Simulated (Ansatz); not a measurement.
Rock-salt LiI was calculated with r²SCAN+rVV10 in Ansatz (PAW).

Settings: plane-wave cutoff 560 eV, 10×10×10 k mesh, Fermi–Dirac smearing 0.01 eV, scalar-relativistic PAW data made under PBE.

Pressure at four volumes; x = ln(V/26.518 Å³). One pressure is withheld.

| V (Å³/atom) | x | P (GPa) |
|---|---|---|
| 24.927 | -0.0619 | 1.613 |
| 26.518 | 0.0000 | 0.000 |
| 27.579 | 0.0392 | -0.816 |
| 28.109 | 0.0583 | ? |

### Question
Pass a parabola P(x) through the three rows shown, estimate the bulk modulus and its pressure derivative near zero pressure, and predict the withheld pressure.

### Answer
Slopes between the rows: (0.000 − (1.613))/(0.0000 − (-0.0619)) = -26.06 and (-0.816 − (0.000))/(0.0392 − (0.0000)) = -20.82 GPa. Their difference over the span 0.1011 is c = 5.24/0.1011 = 51.8 GPa, so P(x) = 1.613 + (-26.06)(x − (-0.0619)) + 51.8 (x − (-0.0619))(x − (0.0000)). At the middle row B = −dP/dx = −[-26.06 + 51.8 × 0.0619] = 22.9 GPa, and B′ = dB/dP = 2c/B = 4.5. At x = 0.0583 the parabola gives -1.156 GPa; the run gives -1.162 GPa. The Birch–Murnaghan fit to the energies at all volumes has B0 = 22.7 GPa and B′ = 4.5.

Measured, for comparison: bulk modulus 24 GPa (0 K, extrapolated to 0 K; as tabulated in Doll and Stoll (1998), arXiv:cond-mat/9801031). Computed (rounded) less measured: bulk modulus -5 %.

Spin–orbit coupling is not included.

Ansatz is a first-principles code.
